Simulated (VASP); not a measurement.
## SnS2 (Berndtite-2T): relaxation of cell and atoms with PBE

Crystal: SnS2 (Berndtite-2T).

```xyz
3
Lattice="3.7014 0.0000 0.0000 -1.8507 3.2055 0.0000 0.0000 0.0000 6.2902" Properties=species:S:1:pos:R:3 pbc="T T T"
Sn    0.0000    0.0000    0.0000
S     0.0000    2.1370    1.4733
S     1.8507    1.0685    4.8169
```

- Program: VASP 6.6.1
- Task: relaxation of cell and atoms
- Functional: PBE
- Potentials or basis: VASP PAW PBE potentials, release 64 (Sn, S)
- Cutoff: 300 eV
- k mesh: 5 × 5 × 3
- Occupations: gaussian, width 0.03 eV
- Spin: no spin polarisation
- Further INCAR settings: ALGO = Normal; EDIFF = 1e-07; IBRION = 2; EDIFFG = -0.005; NSW = 90; ISIF = 3

* Relaxed volume: 25.63 Å³/atom
* Relaxed cell: a = 3.701 Å, b = 3.701 Å, c = 6.482 Å, α = 90.00°, β = 90.00°, γ = 120.00°
* Space group after relaxing (to 0.05 Å): P-3m1 (No. 164)
* Energy gained by relaxing: 0.9 meV/atom
* Ionic steps: 13
* Pressure after relaxing: 0.0 GPa
* Band gap on the k mesh: 1.68 eV, indirect (least direct gap 1.93 eV)

Step by step:
| step | energy change (eV) | largest force (eV/Å) | pressure (GPa) | volume (Å³) |
| --- | --- | --- | --- | --- |
| 1 | 0.0000 | 0.0055 | 0.20 | 74.63 |
| 2 | -0.0002 | 0.0546 | -0.10 | 74.96 |
| 3 | -0.0002 | 0.0489 | -0.06 | 74.92 |
| 4 | -0.0006 | 0.0486 | -0.04 | 75.02 |
| 5 | -0.0013 | 0.0481 | 0.03 | 75.29 |
| 6 | -0.0015 | 0.0461 | 0.19 | 75.83 |
| 7 | -0.0016 | 0.0462 | 0.14 | 75.65 |
| 8 | -0.0019 | 0.0435 | 0.11 | 75.81 |
| 9 | -0.0024 | 0.0336 | 0.01 | 76.28 |
| 10 | -0.0026 | 0.0141 | -0.16 | 77.23 |
| 11 | -0.0027 | 0.0199 | -0.11 | 76.92 |
| 12 | -0.0027 | 0.0091 | 0.04 | 76.88 |
| 13 | -0.0027 | 0.0017 | 0.00 | 76.89 |

Final structure:
```cif
data_structure
_symmetry_space_group_name_H-M 'P 1'
_symmetry_Int_Tables_number 1
_cell_length_a 3.7010
_cell_length_b 3.7010
_cell_length_c 6.4821
_cell_angle_alpha 90.000
_cell_angle_beta 90.000
_cell_angle_gamma 120.000
_cell_volume 76.89
loop_
_atom_site_label
_atom_site_type_symbol
_atom_site_fract_x
_atom_site_fract_y
_atom_site_fract_z
_atom_site_occupancy
Sn1 Sn 0.00000 0.00000 0.00000 1
S1 S 0.33333 0.66667 0.22744 1
S2 S 0.66667 0.33333 0.77256 1
```

Levels at points of the mesh, in eV from the valence-band top:
| k point | band 4 | band 5 | band 6 | band 7 | band 8 | band 9 | band 10 | band 11 | band 12 |
| --- | --- | --- | --- | --- | --- | --- | --- | --- | --- |
| (0.00, 0.00, 0.00) | -0.47 | -0.47 | -0.19 | -0.14 | -0.14 | 2.00 | 3.78 | 5.45 | 5.45 |

It took 67 s on 1 thread of Intel(R) Xeon(R) Platinum 8259CL CPU @ 2.50GHz (Skylake/Cascade Lake), on a shared host, peak memory 0.16 GiB.

Caveat: the cutoff is under 1.25 times the usual one of these potentials, so pressure, stress and relaxed cells hold a basis-set (Pulay) error; spin-orbit coupling is left out, which moves the levels of the heavy elements; an odd mesh through Γ misses points on the zone boundary, where band edges often lie; this functional lacks dispersion, which binds the layers, so the pressure and a relaxed spacing across them are unreliable. Zero-point motion and thermal expansion aren't in these numbers.
